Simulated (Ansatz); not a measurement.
# In: the cost of one run

Method: DFT PBE, scalar-relativistic, plane waves, PAW, in Ansatz 0.2.0.

2 further runs of the same task are left out: 2 set aside as unsound or not needed.

### 1 The system as given

It takes space group Fm-3m (No. 225, cubic). The conventional cell has a = 4.790 Å, b = 4.790 Å, c = 4.790 Å, α = 90.00°, β = 90.00°, γ = 90.00°. In (site symmetry m-3m) has 12 In at 3.39 Å as nearest neighbours.

Structure file:

```cif
data_structure
_symmetry_space_group_name_H-M 'P 1'
_symmetry_Int_Tables_number 1
_cell_length_a 3.3877
_cell_length_b 3.3877
_cell_length_c 4.7879
_cell_angle_alpha 90.000
_cell_angle_beta 90.000
_cell_angle_gamma 90.000
_cell_volume 54.95
loop_
_atom_site_label
_atom_site_type_symbol
_atom_site_fract_x
_atom_site_fract_y
_atom_site_fract_z
_atom_site_occupancy
In1 In 0.00000 0.00000 0.00000 1
In2 In 0.50000 0.50000 0.50000 1
```

It goes back to an entry of the Materials Project, which need not be the stable form.

### 2 Zero strain

The input, input.yaml:

```yaml
crystal:
  lattice:
    - [3.3877301484, 0.0, 0.0]
    - [0.0, 3.3877301484, 0.0]
    - [0.0, 0.0, 4.7878626243]
  atoms:
    - { symbol: In, position: [0.0, 0.0, 0.0] }
    - { symbol: In, position: [0.5, 0.5, 0.5] }
basis:
  ecutwfc: 420
kpoints:
  mp_grid: { grid: [12, 12, 10] }
hamiltonian:
  xc: pbe
scf:
  occupations: { method: gaussian, width: 0.1 }
output:
  forces: true
  stress: true
  eigenvalues: true
```

Run with:

```bash
ansatz run input.yaml --threads 1 --pin off --max-ram 1331MiB --backend cpu --events-out ev --progress --plain --runs-dir out
```

**Question.** How long does this run take on 1 thread of an Arm CPU, shared host, and how much memory does it need?

About 14 s, with a peak of 0.39 GiB.
